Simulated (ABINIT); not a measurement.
An input for ABINIT 10.8.3 (patched build) (TiC):

Contents of run.abi:

```
# Pseudopotentials
pp_dirpath "./"
pseudos "22_Ti_12_2.0_2.8_pbe_n_v1.0.psp8, 06_C_4_1.2_1.2_pbe_n_v1.0.psp8"

# Structure
acell 3.062788961 3.062788961 3.062788961 Angstrom
rprim
     0.0000000000     0.7071067812     0.7071067812
     0.7071067812     0.0000000000     0.7071067812
     0.7071067812     0.7071067812     0.0000000000
ntypat 2
znucl 22 6
natom 2
typat 1 2
xred
     0.0000000000     0.0000000000     0.0000000000
     0.5000000000     0.5000000000     0.5000000000

# Plane-wave basis
ecut 816.341587 eV

# k points
kptopt 1
ngkpt 8 8 8
nshiftk 1
shiftk 0.5 0.5 0.5
chksymbreak 0

# Exchange and correlation
ixc -428
hyb_mixing_sr 0.4

# Bands and occupations
nband 12
occopt 3
tsmear 0.05 eV

# SCF cycle
nstep 60
toldfe 1.0e-7

# Output
iomode 3
prtwf 0
prteig 0
prtebands 0
prtden 1
prtvha 1
prtvclmb 1
prtpot 1
prtelf 1
```

Potentials or basis: SPMS NC PBE v1.0.

Command:

```sh
$ mpirun --bind-to none -np 4 abinit run.abi > log 2>&1
```

**Question.** What does the program do with it?

**Answer.** The run stopped without a result. It printed:

run.abo:

```text
.Version 10.8.3 of ABINIT
 Symmetries : space group Fm -3 m (#225); Bravais cF (face-center cubic)
================================================================================
 Values of the parameters that define the memory need of the present run
     intxc =       0    ionmov =       0      iscf =       7    lmnmax =       6
     lnmax =       6     mgfft =      30  mpssoang =       3    mqgrid =    3001
     natom =       2  nloc_mem =       1    nspden =       1   nspinor =       1
    nsppol =       1      nsym =      48    n1xccc =    2501    ntypat =       2
    occopt =       3   xclevel =       2
       mpw =        1085          nfft =       27000          nkpt =          60
[... 101 lines left out ...]

     iter   Etot(hartree)      deltaE(h)  residm     vres2

--- !ERROR
message: |
    The Fock list of fockdownsampling 1 1 1 breaks a symmetry of the calculation:
    the energy would depend on the way in which the k-points are folded.
    Action: choose numbers, and a shift, that keep the symmetry, or nsym 1 with kptopt 3.
...

--- !ERROR
message: |
    The Fock list of fockdownsampling 1 1 1 breaks a symmetry of the calculation:
    the energy would depend on the way in which the k-points are folded.
    Action: choose numbers, and a shift, that keep the symmetry, or nsym 1 with kptopt 3.
...
```
